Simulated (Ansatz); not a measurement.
Run on TaC (rocksalt type): DFT, PBEsol, all-electron LAPW, scalar-relativistic (Ansatz 0.2.0). This run: volume at 0.72 of the series' base cell.

The cell comes from a relaxation on PAW files under the same functional, begun from a prototype that needn't be the stable phase.

Command: `ansatz run input.yaml --threads 1 --pin off --max-ram 2048MiB --backend cpu --events-out ev --progress --plain --runs-dir out` It took 18 s on 1 thread of Intel(R) Xeon(R) Platinum 8559C (Emerald Rapids) (shared host), peak memory 0.55 GiB.

```yaml
crystal:
  lattice:
    - [0.0, 1.989808111, 1.989808111]
    - [1.989808111, 0.0, 1.989808111]
    - [1.989808111, 1.989808111, 0.0]
  atoms:
    - { symbol: Ta, position: [0.0, 0.0, 0.0] }
    - { symbol: C, position: [0.5, 0.5, 0.5] }
kpoints:
  mp_grid: { grid: [15, 15, 15] }
scf:
  occupations: { method: fermi_dirac, width: 0.08 }
hamiltonian:
  xc: pbesol
  pseudopotentials: { kind: all_electron, lapw: { basis_error: 0.001 } }
output:
  forces: true
  stress: true
  eigenvalues: true
  populations: true
```

Output:

```
Ta: projections on atomic orbitals take those of the free atom 1s2 2s2 2p6 3s2 3p6 3d10 4s2 4p6 4d10 4f14 5s2 5p6 5d3 6s2, of charge +0.00 (hamiltonian.pseudopotentials.projection_atoms)
C: projections on atomic orbitals take those of the free atom 1s2 2s2 2p2, of charge +0.00 (hamiltonian.pseudopotentials.projection_atoms)
LAPW: plane waves up to 10.529 Å⁻¹, error target 1.0e-3 eV per atom; small_component_spin mean_spin; C in spheres of 0.798 Å, 6 of its electrons in bands, Dirac shells []; Ta in spheres of 1.192 Å, 45 of its electrons in bands, Dirac shells [] (how accurate: hamiltonian.pseudopotentials.lapw.basis_error, Limitations)
Engine: ansatz 0.2.0
Pseudopotentials: kind: all_electron
Pseudopotential: Ta, LAPW, valence charge 45, lapw/all_electron/scalar/gaussian/Ta, Koelling and Harmon's equation, gaussian nucleus
Pseudopotential: C, LAPW, valence charge 6, lapw/all_electron/scalar/gaussian/C, Koelling and Harmon's equation, gaussian nucleus
Functional definition: PBEsol
  exchange = pbesol_x
  correlation = pbesol_c
Crystal: 2 atoms, lattice volume = 15.757 Å³
Basis set: ecut = 422.34752669887627 eV, 331 PW (Γ), exchange–correlation at level 2
Bands: 31, of which v1, the nominal top of the filled ones, is band 26 counted from 1 (25 counted from 0)
Symmetry: 48 space group operations
Space group: Fm-3m (ITA 225), of the structure as read, at distance tolerance 2.5e-5 Å
k-points: 120 of 3375
Non-local potential: Ta, projectors of the file, none
Non-local potential: C, projectors of the file, none
Initial density: superposition of atomic densities (chi_scale 0.1, normalization cell, long waves kept (reshape's long-wave potential 0.00 eV rms))
Initial wavefunctions: plane waves of lowest kinetic energy (no species holds an atomic orbital)
Functional: x = pbesol(κ = 0.804, μ = 0.12345679012345678), c = pbesol(β = 0.046)
iter 1 solved again at ethr=1.14e-2 eV; its pass at ethr=1.00e-1 eV (dr2=5.81e0 eV) is discarded
SCF iter   1: F=—  HF=-425476.523907 eV  |F-HF|=—  |Δ(HF+E_count)|=         —  Δρ=1.89e-1  dr2=5.81e0  ethr=1.14e-2  ⟨swp⟩=2.0  Hψ=23822  notcnv=0
preconditioner: auto → Kerker (q_TF=auto, 3.318 Å⁻¹)  [metal: Δε(μ)=0.121 eV  Ē_g=25.497 eV  σ=0.080 eV  W_gap=0.36  n_scr=14 (ndim 8)  ℏωp=50.4 eV  f_vac=0.000  D(μ)=0.32/eV (n_scr^D=0)]
SCF iter   2: F=—  HF=-425474.384861 eV  |F-HF|=—  |Δ(HF+E_count)|=    2.14e0  Δρ=6.12e-2  dr2=6.47e-1  ethr=1.14e-2  ⟨swp⟩=3.0  Hψ=11104  notcnv=0
SCF iter   3: F=—  HF=-425474.259909 eV  |F-HF|=—  |Δ(HF+E_count)|=         —  Δρ=3.69e-2  dr2=2.38e-1  ethr=1.27e-3  ⟨swp⟩=2.0  Hψ=11382  notcnv=0
the basis was enlarged: its passes take 71.1 KiB over the memory plan, 1 of 1 planned eigensolver slots
SCF iter   4: F=—  HF=-425474.210424 eV  |F-HF|=—  |Δ(HF+E_count)|=   4.95e-2  Δρ=1.73e-2  dr2=4.87e-2  ethr=4.66e-4  ⟨swp⟩=2.0  Hψ=11309  notcnv=0
iter 5 solved again at ethr=1.75e-6 eV; its pass at ethr=9.56e-5 eV (dr2=8.93e-4 eV) is discarded
SCF iter   5: F=—  HF=-425474.197103 eV  |F-HF|=—  |Δ(HF+E_count)|=   1.33e-2  Δρ=3.07e-3  dr2=8.94e-4  ethr=1.75e-6  ⟨swp⟩=2.0  Hψ=19117  notcnv=0
SCF iter   6: F=—  HF=-425474.197102 eV  |F-HF|=—  |Δ(HF+E_count)|=   1.16e-6  Δρ=1.03e-3  dr2=1.49e-4  ethr=1.75e-6  ⟨swp⟩=2.0  Hψ=10774  notcnv=0
SCF iter   7: F=—  HF=-425474.197100 eV  |F-HF|=—  |Δ(HF+E_count)|=   1.75e-6  Δρ=3.02e-4  dr2=1.36e-5  ethr=2.93e-7  ⟨swp⟩=2.0  Hψ=10774  notcnv=0
SCF iter   8: F=—  HF=-425474.197096 eV  |F-HF|=—  |Δ(HF+E_count)|=   3.81e-6  Δρ=6.74e-5  dr2=5.01e-7  ethr=2.66e-8  ⟨swp⟩=3.0  Hψ=10991  notcnv=0
SCF iter   9: F=-425474.197096 eV  HF=-425474.197096 eV  |F-HF|=7.27e-8  |Δ(HF+E_count)|=   6.07e-8  Δρ=2.31e-5  dr2=6.64e-8  ethr=9.82e-10  ⟨swp⟩=2.0  Hψ=10774  notcnv=0
SCF 1 converged in 9 iterations: F = -425474.197096 eV  dr2 = 6.64e-8
SCF converged after 9 iterations
Free energy (F): -425474.197096 eV
Harris-Foulkes:  -425474.197096 eV  (|F-HF|=7.27e-8)
Internal energy: -425474.184167 eV  (E = F + TS)
E sigma→0 (E₀):  -425474.190631 eV
Entropy (-TS):   -0.012930 eV (-6.465 meV/atom)
Fermi energy:    35.382619 eV
--- Per-component energies (eV) ---
  E_band       = -5000.962107
  E_kinetic    = 474845.016839
  E_xc         = -8652.523800
  E_electrostatic = -891666.677206  (all electrons and nuclei)
  E_smearing   = -0.012930  (= −TS)
  E_closure    = 0.000000  (closes the sum)
  E_atoms      = -425455.876864  (free atoms, spherical and without spin; not in F)
  Σ components = -425474.197096   (vs F -425474.197096, Δ=0.00e0)
  Basis errors (estimates in eV, not in F): energy 3.7e-4 per atom: plane waves 3.4e-4 (1.9e-4 summed), levels above the bands 4.9e-63, relativity 1.2e-8, radial functions 2.9e-5, core shells 3.7e-12; eigenvalues (radial functions only) 3.7e-6; not estimated: angular momenta, meshes, grids; target (lapw.basis_error) 1.0e-3; muffin-tin radii C 0.798 Å, Ta 1.192 Å
--- Forces (eV/Å), atoms counted from 1 ---
  atom   1  Ta    -0.00000000    -0.00000000    -0.00000000
  atom   2  C      0.00000000     0.00000000     0.00000000
  max |Σ_I F_I| component: 1.97e-30 eV/Å
--- Stress (GPa, compression-positive) ---
      217.676480       0.000000      -0.000000
        0.000000     217.676480      -0.000000
       -0.000000      -0.000000     217.676480
  P = ⅓ Tr σ = 217.6765 GPa (2176.765 kbar)
--- Band table (eV; the first three rows and the last of 120) ---
  k-point 0: bands = ["-498.3507", "-359.0348", "-359.0348", "-359.0348", "-228.4178", "-180.8099", "-180.8099", "-180.8099", "-180.8095", "-180.8095", "-32.6577", "1.3412", "1.3412", "1.3412", "15.9348", "15.9348", "15.9348", "15.9623", "16.1138", "16.1138", "16.1138", "18.4575", "33.2057", "33.2057", "33.2057", "34.8271", "34.8271", "34.8271", "36.4145", "36.4145", "45.4319"]
  k-point 1: bands = ["-498.3507", "-359.0348", "-359.0348", "-359.0348", "-228.4178", "-180.8099", "-180.8099", "-180.8099", "-180.8095", "-180.8095", "-32.6480", "1.2234", "1.3320", "1.3320", "15.9328", "15.9395", "15.9395", "15.9658", "16.1087", "16.1087", "16.1140", "18.6756", "32.4964", "32.9848", "32.9848", "34.1111", "34.1111", "35.2814", "37.7243", "37.7243", "45.9125"]
  k-point 2: bands = ["-498.3507", "-359.0348", "-359.0348", "-359.0348", "-228.4178", "-180.8099", "-180.8099", "-180.8099", "-180.8095", "-180.8095", "-32.6206", "0.9018", "1.3059", "1.3059", "15.9268", "15.9528", "15.9528", "15.9766", "16.0947", "16.0947", "16.1146", "19.2892", "31.2402", "31.8186", "31.8186", "34.3122", "34.3122", "35.8846", "39.7912", "39.7912", "47.1885"]
  k-point 119: bands = ["-498.3507", "-359.0348", "-359.0348", "-359.0348", "-228.4178", "-180.8099", "-180.8099", "-180.8099", "-180.8095", "-180.8095", "-32.3545", "-0.1623", "-0.0737", "0.5252", "15.9951", "16.0065", "16.0086", "16.0189", "16.0371", "16.0421", "16.0828", "22.0562", "28.4035", "29.6716", "29.8561", "37.2492", "38.1699", "42.0337", "43.9238", "46.4123", "52.5916"]
--- Löwdin populations: 2 sites ---
  site symbol       q [e]
     0     Ta     72.4148
     1      C      6.5425
  spilling = 0.000541 (of n_electrons = 79.000000)
```

populations.tsv:

```
# site	symbol	l	j	q
# orbitals = lowdin
# n_electrons = 79.000000
# spilling = 0.000541
# projection_atom_Ta: 1s2 2s2 2p6 3s2 3p6 3d10 4s2 4p6 4d10 4f14 5s2 5p6 5d3 6s2
# projection_atom_C: 1s2 2s2 2p2
0	Ta	0_1S	-	1.999999
0	Ta	0_2S	-	1.999954
0	Ta	0_3S	-	1.999417
0	Ta	0_4S	-	1.993957
0	Ta	0_5S	-	1.906047
0	Ta	0_6S	-	0.436202
0	Ta	1_2P	-	6.000000
0	Ta	1_3P	-	5.999996
0	Ta	1_4P	-	5.999813
0	Ta	1_5P	-	5.972845
0	Ta	2_3D	-	9.999999
0	Ta	2_4D	-	9.999762
0	Ta	2_5D	-	4.115342
0	Ta	3_4F	-	13.991417
1	C	0_1S	-	1.988908
1	C	0_2S	-	1.124099
1	C	1_2P	-	3.429531
```

Next run (volume at 0.64 of the series' base cell), as changes to the input before:

```diff
   lattice:
-    - [0.0, 1.989808111, 1.989808111]
-    - [1.989808111, 0.0, 1.989808111]
-    - [1.989808111, 1.989808111, 0.0]
+    - [0.0, 1.9131999287, 1.9131999287]
+    - [1.9131999287, 0.0, 1.9131999287]
+    - [1.9131999287, 1.9131999287, 0.0]
   atoms:
```

Command: `ansatz run input.yaml --threads 1 --pin off --max-ram 2048MiB --backend cpu --events-out ev --progress --plain --runs-dir out` It took 17 s on 1 thread of Intel(R) Xeon(R) Platinum 8559C (Emerald Rapids), on a shared host, peak memory 0.55 GiB.

Results part of the output:

```
SCF 1 converged in 9 iterations: F = -425471.034318 eV  dr2 = 1.06e-8
SCF converged after 9 iterations
Free energy (F): -425471.034318 eV
Harris-Foulkes:  -425471.034318 eV  (|F-HF|=1.36e-8)
Internal energy: -425471.022447 eV  (E = F + TS)
E sigma→0 (E₀):  -425471.028382 eV
Entropy (-TS):   -0.011871 eV (-5.936 meV/atom)
Fermi energy:    39.790007 eV
--- Per-component energies (eV) ---
  E_band       = -4770.386087
  E_kinetic    = 474876.283633
  E_xc         = -8657.664238
  E_electrostatic = -891689.641842  (all electrons and nuclei)
  E_smearing   = -0.011871  (= −TS)
  E_closure    = 0.000000  (closes the sum)
  E_atoms      = -425455.876864  (free atoms, spherical and without spin; not in F)
  Σ components = -425471.034318   (vs F -425471.034318, Δ=0.00e0)
  Basis errors (estimates in eV, not in F): energy 3.8e-4 per atom: plane waves 3.5e-4 (1.9e-4 summed), levels above the bands 1.9e-72, relativity 1.9e-8, radial functions 3.0e-5, core shells 5.8e-12; eigenvalues (radial functions only) 4.3e-6; not estimated: angular momenta, meshes, grids; target (lapw.basis_error) 1.0e-3; muffin-tin radii C 0.762 Å, Ta 1.151 Å
--- Forces (eV/Å), atoms counted from 1 ---
  atom   1  Ta    -0.00000000     0.00000000    -0.00000000
  atom   2  C      0.00000000    -0.00000000     0.00000000
  max |Σ_I F_I| component: 1.84e-29 eV/Å
--- Stress (GPa, compression-positive) ---
      373.567057       0.000000       0.000000
        0.000000     373.567057       0.000000
        0.000000       0.000000     373.567057
  P = ⅓ Tr σ = 373.5671 GPa (3735.671 kbar)
--- Band table (eV; the first three rows and the last of 120) ---
  k-point 0: bands = ["-493.6199", "-354.3007", "-354.3007", "-354.3007", "-223.9014", "-176.0756", "-176.0756", "-176.0730", "-176.0730", "-176.0730", "-28.2681", "5.9984", "5.9984", "5.9984", "20.5718", "20.5718", "20.5718", "20.6195", "20.8428", "20.8428", "20.8428", "22.2533", "37.1619", "37.1619", "37.1619", "39.1928", "39.1928", "39.1928", "40.9032", "40.9032", "49.8658"]
  k-point 1: bands = ["-493.6199", "-354.3007", "-354.3007", "-354.3007", "-223.9014", "-176.0756", "-176.0756", "-176.0730", "-176.0730", "-176.0730", "-28.2523", "5.8224", "5.9857", "5.9857", "20.5690", "20.5786", "20.5786", "20.6246", "20.8352", "20.8352", "20.8431", "22.5218", "36.4590", "36.9893", "36.9893", "38.2967", "38.2967", "39.6463", "42.3965", "42.3965", "50.4117"]
  k-point 2: bands = ["-493.6199", "-354.3007", "-354.3007", "-354.3007", "-223.9014", "-176.0756", "-176.0756", "-176.0730", "-176.0730", "-176.0730", "-28.2075", "5.3484", "5.9502", "5.9502", "20.5610", "20.5980", "20.5980", "20.6403", "20.8145", "20.8145", "20.8440", "23.2595", "35.1881", "35.7716", "35.7716", "38.4407", "38.4407", "40.2893", "44.7257", "44.7257", "51.9540"]
  k-point 119: bands = ["-493.6199", "-354.3007", "-354.3007", "-354.3007", "-223.9014", "-176.0756", "-176.0756", "-176.0730", "-176.0730", "-176.0730", "-27.7666", "3.8357", "3.9605", "4.8144", "20.6632", "20.6758", "20.6887", "20.7018", "20.7303", "20.7377", "20.8017", "25.8988", "32.2005", "33.8495", "34.2232", "41.9169", "42.9128", "47.4772", "49.8137", "52.7913", "58.6579"]
--- Löwdin populations: 2 sites ---
  site symbol       q [e]
     0     Ta     72.5061
     1      C      6.4499
  spilling = 0.000558 (of n_electrons = 79.000000)
```

Next run (volume at 0.55 of the series' base cell), as changes to the input before:

```diff
   lattice:
-    - [0.0, 1.9131999287, 1.9131999287]
-    - [1.9131999287, 0.0, 1.9131999287]
-    - [1.9131999287, 1.9131999287, 0.0]
+    - [0.0, 1.8189520942, 1.8189520942]
+    - [1.8189520942, 0.0, 1.8189520942]
+    - [1.8189520942, 1.8189520942, 0.0]
   atoms:
   mp_grid: { grid: [15, 15, 15] }
+  band_path:
+    path:
+      - [0.0, 0.0, 0.0]
+      - [0.5, 0.0, 0.5]
+      - [0.625, 0.25, 0.625]
+      - [0.375, 0.375, 0.75]
+      - [0.0, 0.0, 0.0]
+      - [0.5, 0.5, 0.5]
+      - [0.5, 0.25, 0.75]
+      - [0.5, 0.0, 0.5]
+    npoints: 8
 scf:
   populations: true
+  dos: { projected: true, de: 0.2, e_range: [-14, 8] }
```

Results part of the output:

```
SCF 1 converged in 9 iterations: F = -425464.782648 eV  dr2 = 6.83e-9
NSCF: frozen V_eff on 57 k-points
SCF converged after 9 iterations
Free energy (F): -425464.782648 eV
Harris-Foulkes:  -425464.782648 eV  (|F-HF|=6.87e-9)
Internal energy: -425464.772914 eV  (E = F + TS)
E sigma→0 (E₀):  -425464.777781 eV
Entropy (-TS):   -0.009734 eV (-4.867 meV/atom)
Fermi energy:    46.209456 eV
--- Per-component energies (eV) ---
  E_band       = -4444.021300
  E_kinetic    = 474924.825359
  E_xc         = -8665.021019
  E_electrostatic = -891724.577253  (all electrons and nuclei)
  E_smearing   = -0.009734  (= −TS)
  E_closure    = 0.000000  (closes the sum)
  E_atoms      = -425455.876864  (free atoms, spherical and without spin; not in F)
  Σ components = -425464.782648   (vs F -425464.782648, Δ=0.00e0)
  Basis errors (estimates in eV, not in F): energy 3.9e-4 per atom: plane waves 3.5e-4 (2.0e-4 summed), levels above the bands 4.8e-85, relativity 2.7e-8, radial functions 3.6e-5, core shells 1.0e-11; eigenvalues (radial functions only) 5.0e-6; not estimated: angular momenta, meshes, grids; target (lapw.basis_error) 1.0e-3; muffin-tin radii C 0.718 Å, Ta 1.101 Å
--- Forces (eV/Å), atoms counted from 1 ---
  atom   1  Ta    -0.00000000     0.00000000     0.00000000
  atom   2  C      0.00000000     0.00000000     0.00000000
  max |Σ_I F_I| component: 2.17e-30 eV/Å
--- Stress (GPa, compression-positive) ---
      672.656206       0.000000       0.000000
        0.000000     672.656206       0.000000
        0.000000       0.000000     672.656206
  P = ⅓ Tr σ = 672.6562 GPa (6726.562 kbar)
--- Band table (eV; the first three rows and the last of 120) ---
  k-point 0: bands = ["-486.9500", "-347.6259", "-347.6259", "-347.6259", "-217.5794", "-169.4020", "-169.4020", "-169.3935", "-169.3935", "-169.3935", "-22.2355", "12.6170", "12.6170", "12.6170", "27.0696", "27.0696", "27.0696", "27.1537", "27.5168", "27.5168", "27.5168", "28.0943", "42.8099", "42.8099", "42.8099", "45.5292", "45.5292", "45.5292", "47.3350", "47.3350", "56.2274"]
  k-point 1: bands = ["-486.9500", "-347.6259", "-347.6259", "-347.6259", "-217.5794", "-169.4020", "-169.4020", "-169.3935", "-169.3935", "-169.3935", "-22.2073", "12.3334", "12.5986", "12.5986", "27.0663", "27.0797", "27.0797", "27.1615", "27.5041", "27.5041", "27.5172", "28.4448", "42.1396", "42.7132", "42.7132", "44.3435", "44.3435", "45.9655", "49.1163", "49.1163", "56.8632"]
  k-point 2: bands = ["-486.9500", "-347.6259", "-347.6259", "-347.6259", "-217.5794", "-169.4019", "-169.4019", "-169.3935", "-169.3935", "-169.3935", "-22.1269", "11.5864", "12.5471", "12.5471", "27.0560", "27.1091", "27.1091", "27.1860", "27.4704", "27.4704", "27.5186", "29.3665", "40.9046", "41.4738", "41.4738", "44.3505", "44.3505", "46.6383", "51.8244", "51.8244", "58.6671"]
  k-point 119: bands = ["-486.9500", "-347.6259", "-347.6259", "-347.6259", "-217.5794", "-169.4020", "-169.4019", "-169.3934", "-169.3934", "-169.3933", "-21.3141", "9.2834", "9.4697", "10.7605", "27.2154", "27.2284", "27.2693", "27.2883", "27.3388", "27.3506", "27.4574", "31.5959", "37.7126", "40.0211", "40.6922", "48.7251", "49.7928", "55.3238", "58.3642", "62.0383", "67.3197"]
--- Löwdin populations: 2 sites ---
  site symbol       q [e]
     0     Ta     72.6361
     1      C      6.3142
  spilling = 0.000628 (of n_electrons = 79.000000)
```

Spin–orbit coupling is left out, which matters for the heavy atoms.
